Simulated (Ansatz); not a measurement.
MoS2:

```
Mo S
1.0
     3.14799   -1.92978    0.00000
     3.14799    1.92978    0.00000
    -0.00310    0.00000    4.43933
Mo S
1 2
Direct
  0.00000 0.00000 0.00000
  0.68790 0.68790 0.28890
  0.31210 0.31210 0.71110
```

The cell comes from a database or a generator and needn't be the stable form of this composition.

Alike in all runs: program Ansatz 0.2.0; functional PBEsol; potentials or basis Ansatz PAW; cutoff 420 eV (not typed: the program's choice for these potentials); k mesh 6 × 6 × 4; occupations gaussian, width 0.05 eV; hubbard terms Mo d U = 2 eV.

Starts and where they ended:

```csv
start,free energy over the lowest (meV/atom),net moment (μB),site or absolute moments (μB),gap
"collinear spin, random start of up to 0.19 μB",0.0,2.11,Mo +1.63; S -0.14,none (metal or under the smearing width)
"collinear spin, ferromagnetic start of up to 3 μB; fixed moment 3",81.7,3.00,Mo +1.80; S +0.07,-
"non-collinear spin, random start of up to 0.69 μB",0.0,2.11,absolute 2.74,none (metal or under the smearing width)
```

Runs with fixed or held moments lie higher by the price of the constraint. A still lower state may exist.

Caveats: the magnetic or orbital state may not be the lowest; the cell is far from rest, so the order of the states can change on relaxing; forces of over 1 eV/Å show positions far from the minimum, so gaps and moduli don't describe the material at rest; the total moment is fixed, so each spin has its own Fermi level (some runs).
